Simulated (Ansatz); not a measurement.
**SiO2: checking a database structure before trusting its electric field gradients**

The cell is a structure deposited in the COD, atoms as given.

```cif
data_SiO2
_symmetry_space_group_name_H-M 'P2_13'
_symmetry_Int_Tables_number 198
_cell_length_a 7.1600
_cell_length_b 7.1600
_cell_length_c 7.1600
_cell_angle_alpha 90.000
_cell_angle_beta 90.000
_cell_angle_gamma 90.000
loop_
_atom_site_label
_atom_site_type_symbol
_atom_site_symmetry_multiplicity
_atom_site_Wyckoff_symbol
_atom_site_fract_x
_atom_site_fract_y
_atom_site_fract_z
Si1 Si 4 a 0.2550 0.2550 0.2550
Si5 Si 4 a 0.9920 0.9920 0.9920
O9 O 4 a 0.1250 0.1250 0.1250
O13 O 12 b 0.6600 0.6600 0.0620
```

One atom of each set is listed.

The numbers come from a DFT calculation in Ansatz (PBE, plane waves and PAW, scalar-relativistic, 420 eV cutoff, Γ-centred 4×4×4 k-points, Fermi–Dirac smearing 0.02 eV).

Task: Do the atoms and the cell lie near the calculated equilibrium?

Result: No. The largest force is 3.5 eV/Å, on atom 5 (Si: 4 O at 1.65–1.67 Å), and the pressure is 3.1 GPa. Such values can come from imprecise or misplaced coordinates, missing atoms or a wrong setting of the space group; the run alone doesn't tell which, and gradients calculated on this entry can't be taken for those of the compound at ambient conditions.
